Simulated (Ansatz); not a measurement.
# How the conductance of Mg/AlN/Zr changes with thickness, part 2 of 7

Wanted: T(E), the conductance and its decay constant for Mg/AlN/Zr. The lower electrode is Mg hcp(0001), the upper one Zr hcp(0001); the barrier is AlN zinc blende(111) (whole bilayers). In the first transport cell, after relaxation, the nearest pair of electrode and barrier is Mg–N at 2.05 Å, along the normal, at the lower face and Zr–Al at 3.29 Å, at a slant, at the upper one. All share a net of side 3.19 Å, which strains the lower electrode by +0.0 %, the upper one by -1.2 % and the barrier by +2.5 %, against typed lattice constants near PBE's. The first steps treat the bulk electrodes alone.

Ansatz 0.2.0; PBE DFT, plane waves, PAW files (the session's first sound run).

So far: Set-up; The strained electrode, electrode Mg hcp(0001); Layer spacing of the electrode, electrode Zr hcp(0001).

## Step 4: Relaxing the interfaces

System of this step: Mg/AlN/Zr. The cell holds 14 atoms: 4 Mg, 3 N, 3 Al and 4 Zr. Its edges and angles: a = 3.190 Å, b = 3.190 Å, c = 41.773 Å, α = 90.0°, β = 90.0°, γ = 120.0°. Vacuum lies along c.

Tunnelling depends exponentially on distance, so the interfaces are relaxed first. A short slab in vacuum serves: only the barrier and the layers next to it are taken over, and later cells can add or drop layers in the barrier's middle. The dipole correction removes the field that unlike faces would set up across the vacuum.

Contents of input.yaml:

```yaml
crystal:
  lattice:
    - [3.19, 0.0, 0.0]
    - [-1.595, 2.7626210381, 0.0]
    - [0.0, 0.0, 41.7725182734]
  atoms:
    - { symbol: Mg, position: [0.33333333, 0.66666667, 0.1915134718] }
    - { symbol: Mg, position: [0.0, 0.0, 0.2536356542] }
    - { symbol: Mg, position: [0.33333333, 0.66666667, 0.3157578366] }
    - { symbol: Mg, position: [0.0, 0.0, 0.377880019] }
    - { symbol: "N", position: [0.0, 0.0, 0.4298280483] }
    - { symbol: Al, position: [0.33333333, 0.66666667, 0.4447621679] }
    - { symbol: "N", position: [0.33333333, 0.66666667, 0.489564527] }
    - { symbol: Al, position: [0.66666667, 0.33333333, 0.5044986466] }
    - { symbol: "N", position: [0.66666667, 0.33333333, 0.5493010057] }
    - { symbol: Al, position: [0.0, 0.0, 0.5642351253] }
    - { symbol: Zr, position: [0.33333333, 0.66666667, 0.6212288208] }
    - { symbol: Zr, position: [0.0, 0.0, 0.6836480566] }
    - { symbol: Zr, position: [0.33333333, 0.66666667, 0.7460672924] }
    - { symbol: Zr, position: [0.0, 0.0, 0.8084865282] }
kpoints:
  mp_grid: { grid: [8, 8, 1] }
scf:
  occupations: { method: fermi_dirac, width: 0.1 }
  max_iter: 150
hamiltonian:
  xc: pbe
efield:
  axis: 3
  dipole_correction: true
relax:
  f_tol: 0.04
  max_steps: 60
output:
  forces: true
```

Run with:

```bash
> ansatz run input.yaml --threads 4 --pin off --max-ram 12288MiB --backend cpu --events-out ev --progress --plain --runs-dir out
```

Numbers of over 12 decimals in the logs are rounded to 6 here.

The program printed:

```text
[...]
Crystal: 14 atoms, lattice volume = 368.131 Å³
Basis set: ecut = 420 eV, 7267 PW (Γ), exchange–correlation on 48×48×576 points (8 copies of the dense FFT grid, shifted against one another)
Bands: 70, of which v1, the nominal top of the filled ones, is band 56 counted from 1 (55 counted from 0)
Symmetry: 6 space group operations
[...]
k-points: 10 of 64 (time reversal used)
[...]
SCF iter   1: F=—  HF=-27200.452524 eV  |F-HF|=—  |Δ(HF+E_count)|=         —  Δρ=4.93e-3  dr2=1.28e1  ethr=1.77e-3  p=-0.005 e·Å  D=-2.45e-3 V/Å  ΔV_dip=0.10 eV  dr2_dipole=1.49e1  V_vac-E_F(+/−)=4.18/4.08 eV  ⟨swp⟩=13.0  Hψ=4067  notcnv=0
efield: sawtooth ramp at fractional position 0.9500 (placed from the atoms, in the widest stretch of the axis that holds none; the zero of the levels goes with the place), width 0.1000; the density the first Hamiltonian is built on has a dipole p = -0.005 e·Å; the dipole correction subtracts the counter field D = -2.45e-3 V/Å, which shifts the + side's vacuum level by +0.10 eV against the − side's; the planar-averaged density in the ramp window peaks in size at 1.2e-4 e/Å³
[...]
SCF iter   2: F=—  HF=-27200.382203 eV  |F-HF|=—  |Δ(HF+E_count)|=   7.03e-2  Δρ=1.21e-3  dr2=4.22e-2  ethr=1.77e-3  p=-0.028 e·Å  D=-1.37e-2 V/Å  ΔV_dip=0.57 eV  dr2_dipole=6.53e-3  V_vac-E_F(+/−)=4.20/3.63 eV  ⟨swp⟩=1.3  Hψ=813  notcnv=0
[...]
SCF iter   6: F=-27200.380558 eV  HF=-27200.380560 eV  |F-HF|=2.02e-6  |Δ(HF+E_count)|=   7.07e-6  Δρ=2.68e-5  dr2=5.11e-6  ethr=3.57e-8  p=-0.026 e·Å  D=-1.27e-2 V/Å  ΔV_dip=0.53 eV  dr2_dipole=4.30e-7  V_vac-E_F(+/−)=4.20/3.67 eV  ⟨swp⟩=4.8  Hψ=2198  notcnv=0
WARN: efield: at this solve's end the planar-averaged density reaches 3.17e-5 e/Å³ inside the ramp window [0.9261, 0.0739] (bound 1e-5 e/Å³); the window's nearer edge stands 4.91 Å from this solve's nearest atom along the axis. Its work functions, free energy, forces, stress, dipole, levels and responses can be off, and this figure does not tell by how much. A short vacuum, a low `basis.ecutwfc` or `basis.ecutrho_ratio` and negative occupations (`scf.occupations.method`) can put density there. See the manual's quickstart, § The vacuum guard
SCF 1 converged in 6 iterations: F = -27200.380558 eV  dr2 = 5.11e-6
[...]
relax step   1: F+E_penalty+E_count = -27200.38055842 eV  Δ(F+E_penalty+E_count) = +0.000e0 eV  max|allowed force component| = 1.613e0 eV/Å  Δτ_max = 0.0000 Å  (6 SCF iters, dr2 threshold 4.00e-5 eV, accepted)
[...]
SCF iter   1: F=—  HF=-27200.784158 eV  |F-HF|=—  |Δ(HF+E_count)|=         —  Δρ=6.76e-3  dr2=1.63e0  ethr=1.49e-3  p=-0.026 e·Å  D=-1.27e-2 V/Å  ΔV_dip=0.53 eV  dr2_dipole=6.88e-1  V_vac-E_F(+/−)=4.21/3.68 eV  ⟨swp⟩=1.0  Hψ=2512  notcnv=0
efield: sawtooth ramp at fractional position 0.9500 (handed on by an earlier solve), width 0.1000; the density the first Hamiltonian is built on has a dipole p = -0.026 e·Å; the dipole correction subtracts the counter field D = -1.27e-2 V/Å, which shifts the + side's vacuum level by +0.53 eV against the − side's; the planar-averaged density in the ramp window peaks in size at 2.7e-5 e/Å³
[...]
SCF iter   2: F=—  HF=-27200.689873 eV  |F-HF|=—  |Δ(HF+E_count)|=   9.43e-2  Δρ=4.05e-3  dr2=2.02e-1  ethr=1.46e-3  p=-0.023 e·Å  D=-1.15e-2 V/Å  ΔV_dip=0.48 eV  dr2_dipole=7.93e-3  V_vac-E_F(+/−)=4.14/3.66 eV  ⟨swp⟩=2.0  Hψ=1031  notcnv=0
[...]
SCF iter   6: F=-27200.662945 eV  HF=-27200.662957 eV  |F-HF|=1.21e-5  |Δ(HF+E_count)|=   3.26e-5  Δρ=5.36e-5  dr2=1.72e-5  ethr=8.93e-8  p=-0.026 e·Å  D=-1.29e-2 V/Å  ΔV_dip=0.54 eV  dr2_dipole=8.21e-11  V_vac-E_F(+/−)=4.20/3.66 eV  ⟨swp⟩=3.0  Hψ=2527  notcnv=0
[...]
SCF 2 converged in 6 iterations: F = -27200.662945 eV  dr2 = 1.72e-5
[...]
relax step   2: F+E_penalty+E_count = -27200.66294527 eV  Δ(F+E_penalty+E_count) = -2.824e-1 eV  max|allowed force component| = 7.164e-1 eV/Å  Δτ_max = 0.1949 Å  (6 SCF iters, dr2 threshold 1.00e-4 eV, accepted)
SCF iter   1: F=—  HF=-27200.964311 eV  |F-HF|=—  |Δ(HF+E_count)|=         —  Δρ=1.15e-2  dr2=1.18e1  ethr=3.10e-3  p=-0.026 e·Å  D=-1.29e-2 V/Å  ΔV_dip=0.54 eV  dr2_dipole=1.46e0  V_vac-E_F(+/−)=4.19/3.65 eV  ⟨swp⟩=6.0  Hψ=2028  notcnv=0
[...]
SCF iter   7: F=-27200.759457 eV  HF=-27200.759460 eV  |F-HF|=2.86e-6  |Δ(HF+E_count)|=   4.98e-6  Δρ=3.08e-5  dr2=6.55e-6  ethr=2.86e-8  p=-0.026 e·Å  D=-1.29e-2 V/Å  ΔV_dip=0.54 eV  dr2_dipole=9.69e-7  V_vac-E_F(+/−)=4.20/3.66 eV  ⟨swp⟩=4.9  Hψ=2142  notcnv=0
[...]
SCF 3 converged in 7 iterations: F = -27200.759457 eV  dr2 = 6.55e-6
relax step   3: F+E_penalty+E_count = -27200.75945711 eV  Δ(F+E_penalty+E_count) = -9.651e-2 eV  max|allowed force component| = 2.960e-1 eV/Å  Δτ_max = 0.1839 Å  (7 SCF iters, dr2 threshold 3.21e-5 eV, accepted)
[...]
relax step   4: F+E_penalty+E_count = -27200.76581213 eV  Δ(F+E_penalty+E_count) = -6.355e-3 eV  max|allowed force component| = 8.701e-2 eV/Å  Δτ_max = 0.0224 Å  (5 SCF iters, dr2 threshold 1.50e-5 eV, accepted)
SCF iter   1: F=—  HF=-27200.766656 eV  |F-HF|=—  |Δ(HF+E_count)|=         —  Δρ=3.61e-4  dr2=9.91e-3  ethr=5.87e-5  p=-0.026 e·Å  D=-1.29e-2 V/Å  ΔV_dip=0.54 eV  dr2_dipole=2.11e-3  V_vac-E_F(+/−)=4.20/3.66 eV  ⟨swp⟩=2.0  Hψ=1236  notcnv=0
[...]
SCF iter   6: F=-27200.766374 eV  HF=-27200.766374 eV  |F-HF|=7.06e-10  |Δ(HF+E_count)|=   2.83e-8  Δρ=2.76e-6  dr2=3.89e-8  ethr=8.93e-11  p=-0.026 e·Å  D=-1.28e-2 V/Å  ΔV_dip=0.54 eV  dr2_dipole=9.40e-9  V_vac-E_F(+/−)=4.20/3.66 eV  ⟨swp⟩=3.0  Hψ=2371  notcnv=0
[...]
SCF 5 converged in 6 iterations: F = -27200.766374 eV  dr2 = 3.89e-8
relax step   5: F+E_penalty+E_count = -27200.76637351 eV  Δ(F+E_penalty+E_count) = -5.614e-4 eV  max|allowed force component| = 2.401e-2 eV/Å  Δτ_max = 0.0098 Å  (6 SCF iters, accepted)
SCF converged after 6 iterations
Free energy (F): -27200.766374 eV
[...]
Internal energy: -27200.539235 eV  (E = F + TS)
E sigma→0 (E₀):  -27200.652805 eV
Entropy (-TS):   -0.227138 eV (-16.224 meV/atom)
Fermi energy:    5.149112 eV
Dipole field:    D = -0.012904 V/Å  (p = -0.026253 e·Å, saw-weighted, corrected)
Work function:   Φ+ = 4.1984 eV   Φ− = 3.6600 eV
Levels:          The Fermi level and band energies are counted from a zero that moves with the ramp; work functions are not
Vacuum region:   at the solve's end the planar-averaged density reaches 3.94e-5 e/Å³ inside the ramp window [0.9261, 0.0739] (bound 1e-5 e/Å³)
[...]
--- Forces (eV/Å), atoms counted from 1 ---
  atom   1  Mg     0.00000000    -0.00000000     0.00007737
  atom   2  Mg     0.00000000     0.00000000    -0.00050847
  atom   3  Mg     0.00000000    -0.00000000     0.00125394
  atom   4  Mg     0.00000000     0.00000000    -0.00044066
  atom   5  N      0.00000000    -0.00000000     0.00193870
  atom   6  Al     0.00000000     0.00000000     0.01281690
  atom   7  N      0.00000000    -0.00000000    -0.01190964
  atom   8  Al     0.00000000     0.00000000    -0.00042123
  atom   9  N      0.00000000    -0.00000000     0.01785776
  atom  10  Al     0.00000000     0.00000000    -0.02400520
  atom  11  Zr     0.00000000     0.00000000     0.00560126
  atom  12  Zr     0.00000000    -0.00000000    -0.00224492
  atom  13  Zr     0.00000000     0.00000000    -0.00011647
  atom  14  Zr     0.00000000    -0.00000000     0.00016844
  max |Σ_I F_I| component: 6.78e-5 eV/Å
--- Relaxed structure (5 steps of the walk, 5 accepted, 0 SCFs on fresh bases) ---
  F+E_penalty+E_count = -27200.76637351 eV   max|allowed force component| = 2.401e-2 eV/Å
  atoms:
    - { symbol: Mg, position: [0.333333, 0.666667, 0.195244] }
    - { symbol: Mg, position: [-5.130012230518885e-17, 4.727363049446216e-17, 0.257135] }
    - { symbol: Mg, position: [0.333333, 0.666667, 0.317514] }
    - { symbol: Mg, position: [-6.035008087797866e-17, 4.468792804509365e-17, 0.376759] }
    - { symbol: N, position: [-6.616844910376813e-17, 4.302553712343953e-17, 0.425736] }
    - { symbol: Al, position: [0.333333, 0.666667, 0.439253] }
    - { symbol: N, position: [0.333333, 0.666667, 0.485592] }
    - { symbol: Al, position: [0.666667, 0.333333, 0.499559] }
    - { symbol: N, position: [0.666667, 0.333333, 0.545862] }
    - { symbol: Al, position: [-6.425891292749892e-17, 4.357111888808788e-17, 0.561118] }
    - { symbol: Zr, position: [0.333333, 0.666667, 0.626443] }
    - { symbol: Zr, position: [-5.0933889481075937e-17, 4.7378268444208716e-17, 0.687335] }
    - { symbol: Zr, position: [0.333333, 0.666667, 0.751860] }
    - { symbol: Zr, position: [-5.324100518891924e-17, 4.6719092527682055e-17, 0.810995] }
```

It took 29 s on 4 threads of Arm Neoverse V1, shared host; peak memory 0.92 GiB; 1.8 min of CPU time.

Relaxation path:

```csv
step,energy less that of the first step (eV),largest force component (eV/Å)
1,0.0000,1.6132
2,-0.2824,0.7164
3,-0.3789,0.2960
4,-0.3853,0.0870
5,-0.3858,0.0240
```

The run keeps the 6 symmetry operations that it works with, so distortions that break them were not tested.

The atoms that moved most (Å):

```csv
atom,dx,dy,dz,length
Zr13,0.000,0.000,0.242,0.242
Al6,0.000,0.000,-0.230,0.230
Zr11,0.000,0.000,0.218,0.218
Al8,0.000,0.000,-0.206,0.206
N5,0.000,0.000,-0.171,0.171
N7,0.000,0.000,-0.166,0.166
Mg1,0.000,0.000,0.156,0.156
Zr12,0.000,0.000,0.154,0.154
```

This step gave:

| Quantity | Value |
| --- | --- |
| free energy | -27200.7664 eV |
| Fermi energy | 5.149 eV |

The largest force component on a free atom ends at 0.024 eV/Å. At one or more of this run's solves the program warned of density in the dipole ramp over its bound, where dipole, forces and levels can be off.

(Continued in part 3 of 7.)

[Logs are printed without paths, hosts, clocks, repeated set-up lines and the standing remarks that a program may print on its own settings, such as how far it seeks lower states.]

[Hosts, paths, dates, database ids (printed as entryN), source tags and the programs' standing remarks are cut or masked in the printed files.]
